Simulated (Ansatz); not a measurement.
# Ligand exchange: HCl + C4H10O → H2O + C4H9Cl

Species: HCl (hydrogen chloride), singlet; C4H10O (1-butanol) `CCCCO`, singlet; H2O (water) `O`, singlet; C4H9Cl (1-chlorobutane) `CCCCCl`, singlet. The partners trade Cl for OH: H–Cl and C–OH bonds give way to H–OH and C–Cl.

Shapes, held fixed at every level: PBE0-D4/def2-TZVP. Flexible molecules stand in one conformer, not always the lowest. Programs: Ansatz 0.2.0. The zero-point and thermal change to 298 K, harmonic and unscaled (PBE0-D4/def2-TZVP), is +3.5 kJ/mol.

**What was measured.** Tabulated heats of formation (Active Thermochemical Tables, CRC Handbook of Chemistry and Physics): HCl -92.2 (ATcT); C4H10O -274.9 (CRC); H2O -241.8 (ATcT); C4H9Cl -154.4 (CRC) kJ/mol, which give ΔH(298 K) = -29.1 kJ/mol.

| level | kind | ΔH (kJ/mol) | computed − measured | CPU time (all species) |
| --- | --- | --- | --- | --- |
| HF/def2-TZVPP | Hartree–Fock | -15.6 | +13.5 | – |
| SPW92/def2-TZVPP | LDA | -21.1 | +8.1 | 12 s |
| PBE-D4/def2-TZVPP | GGA | -26.2 | +3.0 | 24 s |
| r2SCAN0-D4/def2-TZVPP | global hybrid | -24.9 | +4.3 | 43 s |
| wB97M-V/def2-TZVPP | range-separated hybrid | -24.4 | +4.8 | 93 s |
| CCSD/def2-TZVPP | coupled cluster or CI | -21.4 | +7.7 | – |
| CCSD(T)/CBS estimate | coupled cluster or CI | -29.9 | -0.8 | 76 min |

Nearest: CCSD(T)/CBS estimate (-0.8); farthest: HF/def2-TZVPP (+13.5). 6 of 7 levels lie within 10 kJ/mol. The heats of C4H9Cl come from older tables and can be uncertain by 10 kJ/mol or more. The CBS estimate extrapolates MP2 from def2-TZVPP and def2-QZVPP and adds CCSD(T) − MP2 in the triple-zeta set, cores frozen. Times are processor times on shared x86 and Arm servers, and rough.
